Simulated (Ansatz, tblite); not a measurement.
# ZnS with GFN1-xTB from a Python script

These are simulated results from tblite 0.8.0, not measurements. The cell was built from a prototype and was relaxed with r2SCAN in plane waves (Ansatz 0.2.0). Not every such cell is a known phase. All runs are without spin polarisation.

It is cubic, Fm-3m (No. 225); conventional cell a = 5.062 Å, 16.21 Å³ an atom. Around Zn lie 6 S at 2.53 Å; around S lie 6 Zn at 2.53 Å.

tblite solves periodic systems at the zone centre alone, so the script builds a cluster of 2×2×2 conventional cells (64 atoms), which folds in a coarse mesh of k points.

run.py reads:

```python
import json
from ase import Atoms
from ase.build import make_supercell
from ase.units import Bohr, GPa, Hartree
from tblite.interface import Calculator

atoms = Atoms(['Zn', 'S'],
              cell=[[0.0, 2.53102274, 2.53102274], [2.53102274, 0.0, 2.53102274], [2.53102274, 2.53102274, 0.0]],
              scaled_positions=[[0.0, 0.0, 0.0], [0.5, 0.5, 0.5]],
              pbc=True)
cluster = make_supercell(atoms, [[-2, 2, 2], [2, -2, 2], [2, 2, -2]])
calc = Calculator('GFN1-xTB', cluster.numbers, cluster.positions / Bohr, lattice=cluster.cell[:] / Bohr, periodic=cluster.pbc)
calc.set('temperature', 0.02 / Hartree)
calc.set('max-iter', 150)
res = calc.singlepoint()
levels = res.get('orbital-energies') * Hartree
nv = round(res.get('orbital-occupations').sum() / 2)
cells = len(cluster) // len(atoms)
out = {'energy_per_cell': res.get('energy') * Hartree / cells, 'homo': levels[nv - 1], 'lumo': levels[nv],
       'stress': (-res.get('virial') * Hartree / cluster.get_volume() / GPa).tolist(), 'charges': res.get('charges')[:len(atoms)].tolist(), 'electrons': 2 * nv / cells}
json.dump(out, open('results.json', 'w'))
for key, value in out.items():
    print(key, value)
```

Command: `python run.py`. It took 3.9 s on 1 thread of Arm Neoverse V1 (shared host), peak memory 0.12 GiB.

What it printed:

```
------------------------------------------------------------
  cycle        total energy    energy error   density error
------------------------------------------------------------
      1     -140.9963219102  -1.4050248E+02   7.9824395E-01
      2     -143.6865171956  -2.6901953E+00   3.8330260E-01
      3     -146.3652588683  -2.6787417E+00   1.9400135E-01
      4     -146.4070497689  -4.1790901E-02   5.4413115E-02
      5     -146.4362218100  -2.9172041E-02   1.5912351E-02
      6     -146.4475195540  -1.1297744E-02   1.7901927E-03
      7     -146.4475211879  -1.6339050E-06   1.3537685E-03
      8     -146.4475409980  -1.9810023E-05   8.4215863E-04
      9     -146.4475460401  -5.0421087E-06   4.0282688E-04
     10     -146.4475496113  -3.5712573E-06   1.6116680E-05
     11     -146.4475496210  -9.6540305E-09   1.8702272E-06
------------------------------------------------------------

 total:                                   3.244 sec
energy_per_cell -124.53252515809514
homo -12.33575316485366
lumo -12.335753164852877
stress [[11.961981278086238, 1.31687018466926e-11, -3.5045297114816333e-12], [1.3168686598647877e-11, 11.961981278090905, -4.058534219864649e-12], [-3.5046137266463484e-12, -4.058410392166252e-12, 11.96198127811545]]
charges [0.19349799114794974, -0.19349512288766868]
electrons 8.0
```

The cycle table is in hartree for the whole cluster, and the lines after it are in eV (the energy for one cell). The printed stress is in GPa and positive in compression, and the pressure is its mean diagonal.

GFN1-xTB gives no gap at the points read. On the same cell, plane-wave PBE (Ansatz, 8×8×8 k points and the special points) gives no gap (an overlap of 0.30 eV at the points read) and r2SCAN a gap of 0.13 eV; on shared hosts these took about 1.2 and 3.5 core-seconds on the 2-atom cell, against 3.9 for the script. Semilocal gaps usually lie below measured ones.

The same script was run on cells scaled at fixed shape and fractional coordinates:

```json
{"volume (Å³/atom)": "14.27", "energy (meV/atom)": "253.5", "pressure (GPa, positive in compression)": "31.79", "gap (eV)": "0.00"}
{"volume (Å³/atom)": "15.24", "energy (meV/atom)": "96.9", "pressure (GPa, positive in compression)": "20.39", "gap (eV)": "0.00"}
{"volume (Å³/atom)": "16.21", "energy (meV/atom)": "0.0", "pressure (GPa, positive in compression)": "11.96", "gap (eV)": "0.00"}
{"volume (Å³/atom)": "17.19", "energy (meV/atom)": "-52.5", "pressure (GPa, positive in compression)": "5.58", "gap (eV)": "0.00"}
{"volume (Å³/atom)": "18.16", "energy (meV/atom)": "-71.6", "pressure (GPa, positive in compression)": "0.89", "gap (eV)": "0.00"}
```

The minimum lies beyond the largest of these volumes.

xTB was fitted mostly to molecules, and a small cluster samples few k points, so gaps, pressures and kinks along a curve can be far from a solid's.
